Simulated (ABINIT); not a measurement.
Here is an ABINIT 10.8.3 (patched build) calculation.

run.abi

```
pp_dirpath "./"
pseudos "Co.GGA_PBE-JTH.xml, Si.GGA_PBE-JTH.xml"

structure "poscar:POSCAR"
natom 2

ecut 26.0
pawecutdg 48.0
pawxcdev 0

kptopt 1
ngkpt 10 10 10
nshiftk 1
shiftk 0.0 0.0 0.0

ixc 11

nband 15
occopt 3
tsmear 0.05 eV

nsppol 2
spinat
     0.0000000000     0.0000000000     2.0000000000
     0.0000000000     0.0000000000     0.0000000000

nstep 100
tolvrs 1.0e-9

iomode 3
prtwf 0
prtden 0
prteig 0
prtebands 0
enunit 2
```

File POSCAR:

```
CoSi
1.0
    2.7813340000      0.0000000000      0.0000000000
    0.0000000000      2.7813340000      0.0000000000
    0.0000000000      0.0000000000      2.7813340000
Co Si
1 1
Direct
    0.0000000000      0.0000000000      0.0000000000  Co
    0.5000000000      0.5000000000      0.5000000000  Si
```

Potentials or basis: JTH PAW PBE v2.0.

Launch:

```sh
$ abinit run.abi > log 2>&1
```

(1) Predict the band gap on the k mesh.

(2) Predict the pressure.

Results:

(1) none (metal or under the smearing width).

(2) 0.8 GPa.
